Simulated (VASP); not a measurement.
Runs of VASP 6.6.1 on AlP. Symmetry: F-43m, No. 216, cubic system. The conventional cell has a = 5.451 Å, b = 5.451 Å, c = 5.451 Å, α = 90.00°, β = 90.00°, γ = 90.00°. Around Al (site symmetry -43m) lie 4 P at 2.36 Å. P (site symmetry -43m) is surrounded by 4 Al at 2.36 Å. 

| task | level | cell | k mesh | cutoff (eV) | grid for exact exchange (PRECFOCK) | exchange at q = 0 | share of exact exchange | screening parameter | gap on the mesh (eV) | pressure (GPa) |
| --- | --- | --- | --- | --- | --- | --- | --- | --- | --- | --- |
| relaxation of cell and atoms | PBEsol | relaxed | 8 × 8 × 8 | 600 | - | - | - | - | 1.45 | 0.0 |
| band structure | PBE0 | F-43m, 20.47 Å³/atom | 6 × 6 × 6 | 520 | Fast | truncated | - | - | (b) | (a) |
| band structure | PBE-EpsX | F-43m, 20.47 Å³/atom | 6 × 6 × 6 | 520 | Fast | truncated | 0.1202 | - | 2.24 | 0.8 |
| band structure | HSE06 | F-43m, 20.47 Å³/atom | 6 × 6 × 6 | 520 | Fast | - | - | 0.2 1/A | 2.30 | 0.0 |

Alike in all rows: potentials or basis VASP PAW PBE potentials, release 64 (Al, P); no spin polarisation; smearing gaussian 0.03 eV.

Question: Estimate the missing entries.

Answer: (a) -0.1; (b) 2.96.

Caveats: the PAW data sets were made with another functional, which shifts forces and pressure a little.

A k mesh can miss the band edges.

Runs at the PBE level aren't shown here.
